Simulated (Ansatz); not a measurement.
TiAl (Pm-3m), zone-centre modes

All numbers below come from Ansatz 0.2.0, DFT PBEsol, scalar-relativistic, plane waves, PAW. The runs took a 420 eV cutoff, a Γ-centred 20×14×14 mesh and Gaussian smearing (0.15 eV). No spin polarisation.

The undisturbed cell (relaxed at this level; it needn't be the usual structure):

```
Ti Al
1.0
    -3.15647    0.00000    0.00000
     0.00000    3.15647    3.15647
     0.00000    3.15647   -3.15647
Ti Al
2 2
Cartesian
  0.0000 0.0000 0.0000
  0.0000 3.1565 0.0000
  -1.5782 1.5782 1.5782
  -1.5782 1.5782 -1.5782
```

Harmonic modes by finite displacements of 0.02 Å, without the LO–TO term. The cell doubles the primitive one, so its zone centre also holds the primitive cell's point q = (0, 1/2, 1/2).

Question: At this geometry, is the structure stable against these modes?

Answer: No: 2 modes are unstable, the strongest at 121i cm⁻¹.

Question: List the wavenumbers in cm⁻¹.

Answer: 121i, 121i, 0, 0, 0, 216, 284, 323, 323, 323, 344, 344.

Cost: 1 run of about 1.2 core-minutes, on AMD EPYC 9R45 (Zen 5) (shared hosts).